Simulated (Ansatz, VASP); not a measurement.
Two plane-wave programs on Al4N3

```
Al N
1.0
     4.38001    0.00000    0.00000
     0.00000    4.38001    0.00000
     0.00000    0.00000    4.38001
Al N
4 3
Direct
  0.75386 0.75386 0.24614
  0.24614 0.24614 0.24614
  0.75386 0.24614 0.75386
  0.24614 0.75386 0.75386
  0.50000 0.00000 0.50000
  0.00000 0.50000 0.50000
  0.50000 0.50000 0.00000
```

Change from the starting cell: built by hand: N-deficient zincblende, ordered vacancy (P-43m, No. 215).

Alike in both runs: task single point; functional PBE; k mesh 4 × 4 × 4; occupations gaussian, width 0.1 eV; collinear spin.

```csv
,VASP,Ansatz
version,VASP 6.6.1,Ansatz 0.2.0
potentials or method,"VASP PAW PBE potentials, release 64 (Al, N)","scalar-relativistic, plane waves, PAW"
plane-wave cutoff (eV),520,420
valence electrons in the cell,27,27
```

Ansatz gave:

- gap on the k mesh at the Fermi level (eV): none
- pressure (GPa): -0.1
- rms of the force components (eV/Å): 0.011
- net moment per atom (μB): 0.00

Question: Estimate VASP's values.

Answer: gap on the k mesh at the Fermi level (eV): none; pressure (GPa): -0.3; rms of the force components (eV/Å): 0.018; net moment per atom (μB): 0.00.

Atom by atom the forces differ by 0.008 eV/Å (rms over components). A gap of «none» marks a metal or a gap that the smearing closes. With one functional, cell and mesh, what is left measures potentials, basis and numerics. Ansatz warned: «filled_band_counts_differ_across_k_points».
